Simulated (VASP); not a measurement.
# InPd (Pm-3m) in VASP: notebook, part 2 of 2

VASP 6.6.1.

### 3 Single point, r2SCAN

File INCAR:

```
  PREC = Accurate
  ENCUT = 400
  EDIFF = 1E-6
  ISMEAR = 0
  SIGMA = 0.02
  LREAL = F
  LASPH = T
  NELM = 100
  ALGO = Normal
  ISIF = 2
  LWAVE = F
  LCHARG = F
  METAGGA = R2SCAN
  LMIXTAU = T
  ADDGRID = F
```

File KPOINTS:

```
regular mesh
0
Gamma
  6 6 6
```

File POSCAR:

```
InPd
1.0
    3.2718847800      0.0000000000      0.0000000000
    0.0000000000      3.2718847800      0.0000000000
    0.0000000000      0.0000000000      3.2718847800
In Pd
1 1
Direct
    0.0076950000     -0.0345290000      0.0307480000
    0.5133770000      0.5169540000      0.5028010000
```

Potentials or basis: VASP PAW PBE potentials, release 64 (In_d, Pd).

On the command line:

```console
cat potpaw_PBE.64/In_d/POTCAR potpaw_PBE.64/Pd/POTCAR > POTCAR
mpirun -np 1 vasp_std > vasp.out
```

Run time: 52 s. Hardware: 1 thread of Intel Xeon 6975P-C (Granite Rapids), shared host; peak memory 0.17 GiB.

The run converged, but some of its settings lie outside the range that counts as converged, so its numbers aren't taken as properties of the crystal.

Results:

| Quantity | Value |
| --- | --- |
| Free energy | -46.5321 eV |
| Pressure | 1.8 GPa |
| Largest force | 0.832 eV/Å |
| Band gap on the k mesh | none (metal or under the smearing width) |

Caveat: the PAW data sets were made with another functional, which shifts forces and pressure a little.

### 4 Single point, r2SCAN

Changes to INCAR since step 3:

```diff
@@ -1,2 +1,2 @@
-  PREC = Accurate
+  PREC = Low
   ENCUT = 400
@@ -4,3 +4,3 @@
   ISMEAR = 0
-  SIGMA = 0.02
+  SIGMA = 0.15
   LREAL = F
```

KPOINTS is that of step 3.

File POSCAR:

```
InPd
1.0
    3.2718847800      0.0000000000      0.0000000000
    0.0000000000      3.2718847800      0.0000000000
    0.0000000000      0.0000000000      3.2718847800
In Pd
1 1
Direct
    0.0000000000      0.0000000000      0.0000000000
    0.5000000000      0.5000000000      0.5000000000
```

On the command line:

```console
cat potpaw_PBE.64/In_d/POTCAR potpaw_PBE.64/Pd/POTCAR > POTCAR
mpirun -np 1 vasp_std > vasp.out
```

It took 10 s on 1 thread of Intel Xeon 6975P-C (Granite Rapids), shared host; peak memory 0.11 GiB.

These settings aren't checked as converged: the numbers below hold their error.

What came out:

- Free energy: -46.6423 eV
- Pressure: 0.5 GPa
- Band gap on the k mesh: none (metal or under the smearing width)

Caveat: the PAW data sets were made with another functional, which shifts forces and pressure a little.

### 5 Single point, r2SCAN

INCAR is that of step 4.

KPOINTS is that of step 4.

File POSCAR:

```
InPd
1.0
    3.2718847800      0.0000000000      0.0000000000
    0.0000000000      3.2718847800      0.0000000000
    0.0000000000      0.0000000000      3.2718847800
In Pd
1 1
Direct
    0.0076950000     -0.0345290000      0.0307480000
    0.5133770000      0.5169540000      0.5028010000
```

Potentials or basis: VASP PAW PBE potentials, release 64 (In_d, Pd).

On the command line:

```console
cat potpaw_PBE.64/In_d/POTCAR potpaw_PBE.64/Pd/POTCAR > POTCAR
mpirun -np 1 vasp_std > vasp.out
```

OUTCAR:

```text
PREC = Low
   ENCUT = 400
   EDIFF = 1E-6
   ISMEAR = 0
   LREAL = F
   LASPH = T
   NELM = 100
   ISIF = 2
   METAGGA = R2SCAN

 Found    112 irreducible k-points:

 Following reciprocal coordinates:
            Coordinates               Weight
  0.000000  0.000000  0.000000      1.000000
  0.166667  0.000000  0.000000      2.000000
  0.000000  0.166667  0.000000      2.000000
  0.000000  0.000000  0.166667      2.000000
  0.333333  0.000000  0.000000      2.000000
  0.000000  0.333333  0.000000      2.000000
   k-points           NKPTS =    112   k-points in BZ     NKDIM =    112   number of bands    NBANDS=     15
   number of dos      NEDOS =    301   number of ions     NIONS =      2
   total plane-waves  NPLWV =   4096
   dimension x,y,z NGX =    16 NGY =   16 NGZ =   16
   dimension x,y,z NGXF=    16 NGYF=   16 NGZF=   16
   ions per type =               1   1
   NGX,Y,Z   is equivalent  to a cutoff of   8.13,  8.13,  8.13 a.u.
   NGXF,Y,Z  is equivalent  to a cutoff of   8.13,  8.13,  8.13 a.u.
 SYSTEM =  unknown system
   PREC   = low       normal or accurate (medium, high low for compatibility)
   ISTART =      0    job   : 0-new  1-cont  2-samecut
   ICHARG =      2    charge: 1-file 2-atom 10-const
   ISPIN  =      1    spin polarized calculation?
   LNONCOLLINEAR =      F non collinear calculations
   LSORBIT =      F    spin-orbit coupling
   LASPH  =      T    aspherical Exc in radial PAW
   ENCUT  =  400.0 eV  29.40 Ry    5.42 a.u.   5.34  5.34  5.34*2*pi/ulx,y,z
   NELM   =    100;   NELMIN=  2; NELMDL= -5     # of ELM steps
   EDIFF  = 0.1E-05   stopping-criterion for ELM
   LREAL  =      F    real-space projection
   EDIFFG = 0.1E-04   stopping-criterion for IOM
   NSW    =      0    number of steps for IOM
   IBRION =     -1    ionic relax: 0-MD 1-quasi-New 2-CG
   NFREE  =      0    steps in history (QN), initial steepest desc. (CG)
   ISIF   =      2    stress and relaxation
   ISYM   =      2    0-nonsym 1-usesym 2-fastsym
   POTIM  = 0.5000    time-step for ionic-motion
   TEBEG  =    0.0;   TEEND  =   0.0 temperature during run
   PSTRESS=    0.0 pullay stress
   NELECT =      23.0000    total number of electrons
   NUPDOWN=      -1.0000    fix difference up-down
   EMIN   =  10.00;   EMAX   =-10.00  energy-range for DOS
   EFERMI =   0.00;   METHOD = LEGACY
   ISMEAR =     0;   SIGMA  =   0.15  broadening in eV -4-tet -1-fermi 0-gaus
   EFERMI_NEDOS =   21; number of points for ismear=-14 and -15
[... 19 lines left out ...]
   NGX = 11   NGY = 11   NGZ = 11

 number of electron      22.9998407 magnetization

 Free energy of the ion-electron system (eV)
  ---------------------------------------------------
  ext. energy  EPLUGINS =         0.00000000
  ---------------------------------------------------
  free energy    TOTEN  =       -46.54934211 eV

  energy without entropy =      -46.54103097  energy(sigma->0) =      -46.54518654

 E-fermi :  10.4599     XC(G=0): -13.2369

 val. band max:       10.3398950457   @ k =   0.3333   0.0000   0.3333
 cond. band min:      10.5271642783   @ k =   0.5000  -0.3333   0.3333
 fundamental gap:      0.1872692325
 Fermi energy:        10.4598688413

 k-point     1 :       0.0000    0.0000    0.0000
  band No.  band energies     occupation
      1      -5.1567      2.00000
      2      -5.1399      2.00000
      3      -4.7223      2.00000
      4      -4.6999      2.00000
      5      -4.6980      2.00000
      6      -0.0420      2.00000
      7       6.3211      2.00000
      8       6.3412      2.00000
      9       7.9481      2.00000
     10       7.9549      2.00000
     11       7.9595      2.00000
     12      14.9425      0.00000
     13      14.9829      0.00000
     14      15.0819      0.00000
[... 77 lines left out ...]
      2      -4.8795      2.00000
      3      -4.7932      2.00000
      4      -4.7854      2.00000
      5      -4.6881      2.00000
      6       1.7639      2.00000
      7       5.8937      2.00000
      8       6.3708      2.00000
      9       7.1715      2.00000
     10       7.1893      2.00000
     11       7.9080      2.00000
     12       9.8806      2.00000
     13      17.9683      0.00000
     14      17.9853      0.00000
     15      20.7873      0.00000

 [... further k-points ...]

------------------------ aborting loop because EDIFF is reached ----------------------------------------

  FORCE on cell =-STRESS in cart. coord.  units (eV):
  Direction    XX          YY          ZZ          XY          YZ          ZX
  --------------------------------------------------------------------------------------
  -------------------------------------------------------------------------------------
  Total        0.5647575      0.2748423      0.4513416      0.0625420     -0.3553944     -0.0427414
  in kB       25.8332208     12.5718765     20.6453376      2.8608071    -16.2565036     -1.9550837
  external PRESSURE =      19.6834783 kB  Pullay stress =       0.0000000 kB

 VOLUME and BASIS-vectors are now :
 -----------------------------------------------------------------------------
  energy-cutoff  :      400.00
  volume of cell :       35.03
      direct lattice vectors                 reciprocal lattice vectors
     3.271884780  0.000000000  0.000000000     0.305634234  0.000000000  0.000000000
     0.000000000  3.271884780  0.000000000     0.000000000  0.305634234  0.000000000
     0.000000000  0.000000000  3.271884780     0.000000000  0.000000000  0.305634234

 POSITION                                       TOTAL-FORCE (eV/Angst)
 -----------------------------------------------------------------------------------
      0.02518      3.15891      0.10060         0.113958      0.715602     -0.426385
      1.67971      1.69141      1.64511        -0.113958     -0.715602      0.426385
 -----------------------------------------------------------------------------------
    total drift:                                0.046774     -0.020110     -0.007236

  FREE ENERGIE OF THE ION-ELECTRON SYSTEM (eV)
  ---------------------------------------------------
  free  energy   TOTEN  =       -46.5493421133 eV

  energy  without entropy=      -46.5410309746  energy(sigma->0) =      -46.54518654
```

stdout:

```text
POSCAR found type information on POSCAR InPd
 POSCAR found :  2 types and       2 ions
 scaLAPACK will be used
 -----------------------------------------------------------------------------
|                                                                             |
|                                                                             |
|     You enforced a specific xc type in the INCAR file but a different       |
|     I HOPE YOU KNOW WHAT YOU ARE DOING!                                     |
|                                                                             |
 -----------------------------------------------------------------------------

 LDA part: xc-table for (None), standard interpolation
 POSCAR, INCAR and KPOINTS ok, starting setup
 FFT: planning ... GRIDC
 FFT: planning ... GRID_SOFT
 FFT: planning ... GRID
 WAVECAR not read
 entering main loop
```

Wall time 22 s (1 thread of Intel Xeon 6975P-C (Granite Rapids), shared host); peak memory 0.14 GiB.

The run converged, but some of its settings lie outside the range that counts as converged, so its numbers aren't taken as properties of the crystal.

What came out:

| Property | Result |
| --- | --- |
| Free energy | -46.5493 eV |
| Pressure | 2.0 GPa |
| Largest force | 0.841 eV/Å |
| Band gap on the k mesh | none (metal or under the smearing width) |

Caveat: the PAW data sets were made with another functional, which shifts forces and pressure a little.

### 6 The reference run

An earlier run on the cell as given: functional PBE; potentials or basis VASP PAW PBE potentials, release 64 (In_d, Pd); cutoff 520 eV; k mesh 8 × 8 × 8; occupations fermi-dirac, width 0.05 eV; no spin polarisation.

* Pressure: 3.7 GPa
* Band gap on the k mesh: none (metal or under the smearing width)
